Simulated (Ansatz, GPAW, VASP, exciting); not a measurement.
# GaSb: 4 runs at one level of theory

```xyz
2
Lattice="0.0000 3.0590 3.0590 3.0590 0.0000 3.0590 3.0590 3.0590 0.0000" Properties=species:S:1:pos:R:3 pbc="T T T"
Sb    4.5885    4.5885    4.5885
Ga    0.0000    0.0000    0.0000
```

Alike in all runs: task single point; functional PBE; k mesh 8 × 8 × 8; occupations gaussian, width 0.011 eV; no spin polarisation; no spin-orbit coupling. Pressure is positive in compression and, in plane waves, holds the error of the finite cutoff.

```csv
program and potentials,plane-wave cutoff (eV),notes,band gap (eV),pressure (GPa)
"GPAW, GPAW PAW data sets (gpaw-data 1.2.1)",600,-,0.09,2.31
"Ansatz, all-electron LAPW, scalar-relativistic",-,-,0.04,2.29
"exciting, all-electron LAPW+lo, shipped species files, valence relativity iora*",-,-,?,-
"VASP, PBE PAW files Ga_d, Sb, 520 eV",520,-,0.04,2.36
```

Problem. Estimate from the other rows what the run with exciting, all-electron LAPW+lo, shipped species files, valence relativity iora* gave.

Solution. Band gap 0.03 eV. The other rows, which needn't bracket it: band gap 0.04 to 0.09; pressure 2.29 to 2.36.
